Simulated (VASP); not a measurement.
# Si3N4 (P6_3/m) in VASP: settings compared

The runs below take Si3N4 through band structure, with r2SCAN, PBE.

All numbers are computed with VASP 6.6.1; they aren't measurements. Logs are shortened: lines on timing, memory, paths and dates and some standing lists are left out, and cuts for length are marked.

## (1) Starting point

It takes space group P6_3/m (No. 176, hexagonal). Conventional cell: a = 7.660 Å, b = 7.660 Å, c = 2.925 Å, α = 90.00°, β = 90.00°, γ = 120.00°. Si (site symmetry m) is surrounded by 4 N at 1.74 to 1.75 Å. Around N (site symmetry -6) lie 3 Si at 1.74 Å. N (site symmetry m) is surrounded by 3 Si at 1.75 Å.

The cell is a database's computed one.

## (2) Band structure, r2SCAN

The input, INCAR:

```
SYSTEM = Si3N4
PREC     = Accurate       ! precision mode
ENCUT    = 450            ! plane-wave cutoff, eV
EDIFF    = 1E-6           ! SCF threshold, eV
ISMEAR   = 0              ! smearing method
SIGMA    = 0.02           ! smearing width, eV
LREAL    = .False.        ! projectors in reciprocal space
LASPH    = .True.         ! aspherical terms in the spheres
NELM     = 120            ! most SCF steps
ALGO     = Normal         ! electronic algorithm
ISIF     = 2              ! what is computed and relaxed
LWAVE    = .False.        ! write WAVECAR
LCHARG   = .False.        ! write CHGCAR
METAGGA  = R2SCAN         ! meta-GGA
LMIXTAU  = .True.       
NBANDS   = 45             ! bands
KPAR     = 8
```

The input, KPOINTS:

```
regular mesh
0
Gamma
  6 6 12
  0 0 0
```

The input, POSCAR:

```
Si3N4                                   
1.0
    7.6600357984      0.0000000022      0.0000000000
   -3.8300179011      6.6337856610      0.0000000000
    0.0000000000      0.0000000000      2.9247079127
  Si              N             
     6     8
Direct
     0.2311796143238070    0.8250496054287595    0.7500000000000000
     0.4061300088950972    0.2311796143238212    0.2500000000000000
     0.8250496054287169    0.5938699911049454    0.2500000000000000
     0.1749503945712831    0.4061300088950546    0.7500000000000000
     0.5938699911049028    0.7688203856761788    0.7500000000000000
     0.7688203856761930    0.1749503945712405    0.2500000000000000
     0.3333333300000021    0.6666666699999979    0.7500000000000000
     0.6666666699999979    0.3333333300000021    0.2500000000000000
     0.9692691978755619    0.6699923903735652    0.7500000000000000
     0.2992768075020180    0.9692691978755761    0.2500000000000000
     0.6699923903735439    0.7007231924979891    0.2500000000000000
     0.3300076096264561    0.2992768075020109    0.7500000000000000
     0.0307308021244381    0.3300076096264348    0.2500000000000000
     0.7007231924979820    0.0307308021244239    0.7500000000000000
```

The input, KPOINTS_OPT:

```
path GMKGALHA,LM,KH
10
line-mode
reciprocal
 0.0000000000  0.0000000000  0.0000000000  G
 0.5000000000  0.0000000000  0.0000000000  M

 0.5000000000  0.0000000000  0.0000000000  M
 0.3333333333  0.3333333333  0.0000000000  K

 0.3333333333  0.3333333333  0.0000000000  K
 0.0000000000  0.0000000000  0.0000000000  G

 0.0000000000  0.0000000000  0.0000000000  G
 0.0000000000  0.0000000000  0.5000000000  A

 0.0000000000  0.0000000000  0.5000000000  A
 0.5000000000  0.0000000000  0.5000000000  L

 0.5000000000  0.0000000000  0.5000000000  L
 0.3333333333  0.3333333333  0.5000000000  H

 0.3333333333  0.3333333333  0.5000000000  H
 0.0000000000  0.0000000000  0.5000000000  A

 0.5000000000  0.0000000000  0.5000000000  L
 0.5000000000  0.0000000000  0.0000000000  M

 0.3333333333  0.3333333333  0.0000000000  K
 0.3333333333  0.3333333333  0.5000000000  H
```

Potentials or basis: VASP PAW PBE potentials, release 64 (Si, N).

Launch:

```
> cat potpaw_PBE.64/Si/POTCAR potpaw_PBE.64/N/POTCAR > POTCAR
> mpirun -np 8 vasp_std > vasp.out
```

OUTCAR:

```text
SYSTEM = Si3N4
   PREC = Accurate
   ENCUT = 450
   EDIFF = 1E-6
   ISMEAR = 0
   LREAL = .False.
   LASPH = .True.
   NELM = 120
   ISIF = 2
   METAGGA = R2SCAN

 ion  position               nearest neighbor table
   1  0.231  0.825  0.750-   7 1.74   9 1.75  10 1.75  10 1.75   5 3.02   4 3.02   3 3.07   3 3.07
                             2 3.07   2 3.07
   2  0.406  0.231  0.250-   8 1.74  10 1.75  12 1.75  12 1.75   6 3.02   3 3.02   4 3.07   4 3.07
                             1 3.07   1 3.07
   3  0.825  0.594  0.250-   8 1.74  11 1.75   9 1.75   9 1.75   2 3.02   6 3.02   5 3.07   5 3.07
                             1 3.07   1 3.07
   4  0.175  0.406  0.750-   7 1.74  12 1.75  13 1.75  13 1.75   5 3.02   1 3.02   2 3.07   2 3.07
                             6 3.07   6 3.07
   5  0.594  0.769  0.750-   7 1.74  14 1.75  11 1.75  11 1.75   1 3.02   4 3.02   3 3.07   3 3.07
                             6 3.07   6 3.07
   6  0.769  0.175  0.250-   8 1.74  13 1.75  14 1.75  14 1.75   2 3.02   3 3.02   4 3.07   4 3.07
                             5 3.07   5 3.07
   7  0.333  0.667  0.750-   1 1.74   5 1.74   4 1.74
   8  0.667  0.333  0.250-   6 1.74   2 1.74   3 1.74
   9  0.969  0.670  0.750-   1 1.75   3 1.75   3 1.75
  10  0.299  0.969  0.250-   2 1.75   1 1.75   1 1.75
  11  0.670  0.701  0.250-   3 1.75   5 1.75   5 1.75
  12  0.330  0.299  0.750-   4 1.75   2 1.75   2 1.75
  13  0.031  0.330  0.250-   6 1.75   4 1.75   4 1.75
  14  0.701  0.031  0.750-   5 1.75   6 1.75   6 1.75

  LATTYP: Found a hexagonal cell.
 ALAT       =     7.6600357984
 C/A-ratio  =     0.3818138700

  Lattice vectors:

 A1 = (   7.6600357984,   0.0000000022,   0.0000000000)
 A2 = (  -3.8300179011,   6.6337856610,   0.0000000000)
 A3 = (   0.0000000000,   0.0000000000,   2.9247079127)

Analysis of symmetry for initial positions (statically):
=====================================================================
 Subroutine PRICEL returns:
 Original cell was already a primitive cell.

 Routine SETGRP: Setting up the symmetry group for a
 hexagonal supercell.

 Subroutine GETGRP returns: Found 12 space group operations
 (whereof  6 operations were pure point group operations)
 out of a pool of 24 trial point group operations.

The static configuration has the point symmetry S_6 .
 The point group associated with its full space group is C_6h.

Analysis of symmetry for dynamics (positions and initial velocities):
=====================================================================
 Subroutine PRICEL returns:
 Original cell was already a primitive cell.

 Routine SETGRP: Setting up the symmetry group for a
[... 150 lines left out ...]
     AMIX     =   0.40;   BMIX     =  1.00
     AMIX_MAG =   1.60;   BMIX_MAG =  1.00
  volume/ion in A,a.u.               =      10.62        71.64
  Fermi-wavevector in a.u.,A,eV,Ry     =   1.236260  2.336193 20.794321  1.528339
  Thomas-Fermi vector in A             =   2.370876
   LORBIT       =      0    0 simple, 1 ext, 2 COOP (PROOUT), +10 PAW based schemes
   METAGGA = R2SCAN    functional components
   LHFCALC =     F    Hartree Fock is set to
   AEXX    =    0.0000 exact exchange contribution
   IVDW    =     0    specifies the selected vdW correction
   LEPSILON=     F    determine dielectric tensor
   LRPA    =     F    only Hartree local field effects (RPA)
 non-spin polarized calculation
 Gauss-broadening in eV      SIGMA  =   0.02
  energy-cutoff  :      450.00
  volume of cell :      148.62
 maximum number of plane-waves:      3250
 NGX is ok and might be reduce to    54
   NGX = 27   NGY = 27   NGZ = 11

 number of electron      63.9999985 magnetization

 Free energy of the ion-electron system (eV)
  ---------------------------------------------------
  ext. energy  EPLUGINS =         0.00000000
  ---------------------------------------------------
  free energy    TOTEN  =      -144.05656602 eV

  energy without entropy =     -144.05656602  energy(sigma->0) =     -144.05656602

 E-fermi :   6.4586     XC(G=0): -11.2772

 val. band max:        6.3148943653   @ k =   0.0000   0.0000   0.1667
 cond. band min:      11.2181135700   @ k =   0.0000   0.0000   0.0000
 fundamental gap:      4.9032192046
 Fermi energy:         6.4586239783

 k-point     1 :       0.0000    0.0000    0.0000
  band No.  band energies     occupation
      1     -12.6443      2.00000
      2     -11.2096      2.00000
      3     -11.2096      2.00000
      4     -10.5623      2.00000
      5     -10.4295      2.00000
      6     -10.4295      2.00000
[... 1117 lines left out ...]
     43      15.1442      0.00000
     44      15.1442      0.00000

 [... further k-points ...]

 [bands above 44 left out]

------------------------ aborting loop because EDIFF is reached ----------------------------------------

  FORCE on cell =-STRESS in cart. coord.  units (eV):
  Direction    XX          YY          ZZ          XY          YZ          ZX
  --------------------------------------------------------------------------------------
  -------------------------------------------------------------------------------------
  Total       -6.3363226     -6.3363228     -6.5314153      0.0000011      0.0000000      0.0000000
  in kB      -68.3082455    -68.3082468    -70.4114267      0.0000114      0.0000000      0.0000000
  external PRESSURE =     -69.0093063 kB  Pullay stress =       0.0000000 kB

 VOLUME and BASIS-vectors are now :
 -----------------------------------------------------------------------------
  energy-cutoff  :      450.00
  volume of cell :      148.62
      direct lattice vectors                 reciprocal lattice vectors
     7.660035798  0.000000002  0.000000000     0.130547693  0.075371745  0.000000000
    -3.830017901  6.633785661  0.000000000    -0.000000000  0.150743490  0.000000000
     0.000000000  0.000000000  2.924707913     0.000000000  0.000000000  0.341914485

 POSITION                                       TOTAL-FORCE (eV/Angst)
 -----------------------------------------------------------------------------------
     -1.38911      5.47320      2.19353        -0.032973     -0.029646      0.000000
      2.22555      1.53360      0.73118         0.009188     -0.043378      0.000000
      4.04538      3.93961      0.73118        -0.042161      0.013732      0.000000
     -0.21536      2.69418      2.19353         0.042161     -0.013732     -0.000000
      1.60447      5.10019      2.19353        -0.009188      0.043378      0.000000
      5.21913      1.16058      0.73118         0.032973      0.029646      0.000000
     -0.00000      4.42252      2.19353         0.000000     -0.000000     -0.000000
      3.83002      2.21126      0.73118         0.000000     -0.000000     -0.000000
      4.85855      4.44459      2.19353        -0.030289     -0.025615     -0.000000
     -1.41985      6.42992      0.73118         0.007039     -0.039038     -0.000000
      2.44838      4.64845      0.73118        -0.037328      0.013423     -0.000000
      1.38163      1.98534      2.19353         0.037328     -0.013423     -0.000000
     -1.02854      2.18920      0.73118         0.030289      0.025615     -0.000000
      5.24987      0.20386      2.19353        -0.007039      0.039038      0.000000
 -----------------------------------------------------------------------------------
    total drift:                               -0.000000      0.000000     -0.000000

  FREE ENERGIE OF THE ION-ELECTRON SYSTEM (eV)
  ---------------------------------------------------
  free  energy   TOTEN  =      -144.0565660183 eV

  energy  without entropy=     -144.0565660183  energy(sigma->0) =     -144.05656602
```

stdout:

```text
POSCAR found type information on POSCAR SiN
 POSCAR found :  2 types and      14 ions
 scaLAPACK will be used
 -----------------------------------------------------------------------------
|                                                                             |
|           W    W    AA    RRRRR   N    N  II  N    N   GGGG   !!!           |
|           W    W   A  A   R    R  NN   N  II  NN   N  G    G  !!!           |
[... 22 lines left out ...]

 LDA part: xc-table for (None), standard interpolation
 POSCAR, INCAR and KPOINTS ok, starting setup
 FFT: planning ... GRIDC
 FFT: planning ... GRID_SOFT
 FFT: planning ... GRID
 WAVECAR not read
 entering main loop
 Start KPOINTS_OPT (optional k-point list driver)
k-point batch [1-56\90]
k-point batch [57-90\90]
```

Run time: 4 min. Hardware: 8 MPI ranks of AMD EPYC 9R45 (Zen 5), shared host; peak memory 0.52 GiB.

Results:

```yaml
Free_energy: -144.0566 eV
Largest_force: 0.044 eV/Å
Band_gap_on_the_k_mesh: 4.90 eV, indirect (least direct gap 5.11 eV)
Band_gap_along_the_path: 4.90 eV, indirect (least direct gap 5.11 eV)
```

Forces in eV/Å, atoms in the order of the input:
```
Si  -0.033 -0.030  0.000
Si   0.009 -0.043  0.000
Si  -0.042  0.014  0.000
Si   0.042 -0.014  0.000
Si  -0.009  0.043  0.000
Si   0.033  0.030  0.000
N    0.000  0.000  0.000
N    0.000  0.000  0.000
N   -0.030 -0.026  0.000
N    0.007 -0.039  0.000
N   -0.037  0.013  0.000
N    0.037 -0.013  0.000
N    0.030  0.026  0.000
N   -0.007  0.039  0.000
```

Levels at the corners of the path, in eV from the valence-band top:
| point | band 29 | band 30 | band 31 | band 32 | band 33 | band 34 | band 35 | band 36 |
| --- | --- | --- | --- | --- | --- | --- | --- | --- |
| Γ | -1.29 | -0.46 | -0.41 | -0.21 | 4.90 | 5.12 | 5.44 | 5.44 |
| M | -1.35 | -0.80 | -0.34 | -0.26 | 5.15 | 5.27 | 5.45 | 5.82 |
| M | -1.35 | -0.80 | -0.34 | -0.26 | 5.15 | 5.27 | 5.45 | 5.82 |
| K | -1.16 | -1.16 | -0.29 | -0.29 | 5.24 | 5.42 | 5.42 | 6.13 |
| K | -1.16 | -1.16 | -0.29 | -0.29 | 5.24 | 5.42 | 5.42 | 6.13 |
| Γ | -1.29 | -0.46 | -0.41 | -0.21 | 4.90 | 5.12 | 5.44 | 5.44 |
| Γ | -1.29 | -0.46 | -0.41 | -0.21 | 4.90 | 5.12 | 5.44 | 5.44 |
| A | -1.64 | -1.64 | -1.34 | -1.34 | 5.26 | 5.26 | 5.26 | 5.26 |
| A | -1.64 | -1.64 | -1.34 | -1.34 | 5.26 | 5.26 | 5.26 | 5.26 |
| L | -1.52 | -1.52 | -1.07 | -1.07 | 5.33 | 5.33 | 6.41 | 6.41 |
| L | -1.52 | -1.52 | -1.07 | -1.07 | 5.33 | 5.33 | 6.41 | 6.41 |
| H | -1.43 | -1.43 | -1.12 | -1.12 | 5.57 | 5.57 | 6.41 | 6.41 |
| H | -1.43 | -1.43 | -1.12 | -1.12 | 5.57 | 5.57 | 6.41 | 6.41 |
| A | -1.64 | -1.64 | -1.34 | -1.34 | 5.26 | 5.26 | 5.26 | 5.26 |
| L | -1.52 | -1.52 | -1.07 | -1.07 | 5.33 | 5.33 | 6.41 | 6.41 |
| M | -1.35 | -0.80 | -0.34 | -0.26 | 5.15 | 5.27 | 5.45 | 5.82 |
| K | -1.16 | -1.16 | -0.29 | -0.29 | 5.24 | 5.42 | 5.42 | 6.13 |
| H | -1.43 | -1.43 | -1.12 | -1.12 | 5.57 | 5.57 | 6.41 | 6.41 |

Caveat: the cutoff is under 1.25 times the usual one of these potentials, so pressure, stress and relaxed cells hold a basis-set (Pulay) error; the PAW data sets were made with another functional, which shifts forces and pressure a little. r2SCAN opens gaps a little over a GGA but as a rule still falls short of measured ones.

## (3) Band structure, PBE

The input, INCAR:

```
SYSTEM = Si3N4
PREC     = Accurate       ! precision mode
ENCUT    = 300            ! plane-wave cutoff, eV
EDIFF    = 1E-6           ! SCF threshold, eV
ISMEAR   = 0              ! smearing method
SIGMA    = 0.02           ! smearing width, eV
LREAL    = .False.        ! projectors in reciprocal space
LASPH    = .True.         ! aspherical terms in the spheres
NELM     = 120            ! most SCF steps
ALGO     = Fast           ! electronic algorithm
ISIF     = 2              ! what is computed and relaxed
LWAVE    = .False.        ! write WAVECAR
LCHARG   = .False.        ! write CHGCAR
GGA      = PE             ! functional
NBANDS   = 45             ! bands
KPAR     = 8
```

KPOINTS is that of step 2.

POSCAR is that of step 2.

KPOINTS_OPT is that of step 2.

Potentials or basis: VASP PAW PBE potentials, release 64 (Si, N).

Launch:

```
> cat potpaw_PBE.64/Si/POTCAR potpaw_PBE.64/N/POTCAR > POTCAR
> mpirun -np 8 vasp_std > vasp.out
```

Run time: 36 s. Hardware: 8 MPI ranks of AMD EPYC 9R45 (Zen 5), shared host; peak memory 0.33 GiB.

The run converged, but a check on its numbers failed (symmetry, net force, bounds or a known fault of this set-up), so they aren't taken as properties of the crystal.

Caveat: the cutoff lies under the usual one of these potentials, so the numbers hold a large basis-set error.

## (4) Band structure, PBE

Edit INCAR of step 3 so:

```diff
@@ -2,3 +2,3 @@
 PREC     = Accurate       ! precision mode
-ENCUT    = 300            ! plane-wave cutoff, eV
+ENCUT    = 600            ! plane-wave cutoff, eV
 EDIFF    = 1E-6           ! SCF threshold, eV
```

KPOINTS is that of step 3.

POSCAR is that of step 3.

KPOINTS_OPT is that of step 3.

Launch:

```
> cat potpaw_PBE.64/Si/POTCAR potpaw_PBE.64/N/POTCAR > POTCAR
> mpirun -np 8 vasp_std > vasp.out
```

Run time: 95 s. Hardware: 8 MPI ranks of AMD EPYC 9R45 (Zen 5), shared host; peak memory 0.7 GiB.

It converged, with:

| Quantity | Value |
| --- | --- |
| Free energy | -114.5557 eV |
| Pressure | 0.0 GPa |
| Largest force | 0.004 eV/Å |
| Band gap on the k mesh | 4.25 eV, indirect (least direct gap 4.45 eV) |
| Band gap along the path | 4.25 eV, indirect (least direct gap 4.45 eV) |

Forces on the atoms (eV/Å):
```
Si  -0.004  0.003  0.000
Si  -0.004 -0.002  0.000
Si   0.000  0.004  0.000
Si   0.000 -0.004  0.000
Si   0.004  0.002  0.000
Si   0.004 -0.003  0.000
N    0.000  0.000  0.000
N    0.000  0.000  0.000
N   -0.003  0.002  0.000
N   -0.003 -0.001  0.000
N    0.000  0.003  0.000
N    0.000 -0.003  0.000
N    0.003 -0.002  0.000
N    0.003  0.001  0.000
```

Levels at the corners of the path, in eV from the valence-band top:
```
point  band 29  band 30  band 31  band 32  band 33  band 34  band 35  band 36
    Γ    -1.27    -0.45    -0.40    -0.20     4.25     4.60     4.78     4.78
    M    -1.33    -0.77    -0.33    -0.25     4.51     4.62     4.78     5.16
    M    -1.33    -0.77    -0.33    -0.25     4.51     4.62     4.78     5.16
    K    -1.13    -1.13    -0.29    -0.29     4.60     4.75     4.75     5.45
    K    -1.13    -1.13    -0.29    -0.29     4.60     4.75     4.75     5.45
    Γ    -1.27    -0.45    -0.40    -0.20     4.25     4.60     4.78     4.78
    Γ    -1.27    -0.45    -0.40    -0.20     4.25     4.60     4.78     4.78
    A    -1.59    -1.59    -1.31    -1.31     4.64     4.64     4.64     4.64
    A    -1.59    -1.59    -1.31    -1.31     4.64     4.64     4.64     4.64
    L    -1.47    -1.47    -1.03    -1.03     4.69     4.69     5.77     5.77
    L    -1.47    -1.47    -1.03    -1.03     4.69     4.69     5.77     5.77
    H    -1.38    -1.38    -1.09    -1.09     4.91     4.91     5.78     5.78
    H    -1.38    -1.38    -1.09    -1.09     4.91     4.91     5.78     5.78
    A    -1.59    -1.59    -1.31    -1.31     4.64     4.64     4.64     4.64
    L    -1.47    -1.47    -1.03    -1.03     4.69     4.69     5.77     5.77
    M    -1.33    -0.77    -0.33    -0.25     4.51     4.62     4.78     5.16
    K    -1.13    -1.13    -0.29    -0.29     4.60     4.75     4.75     5.45
    H    -1.38    -1.38    -1.09    -1.09     4.91     4.91     5.78     5.78
```

A hybrid or GW would open this gap; PBE tends to underestimate it.
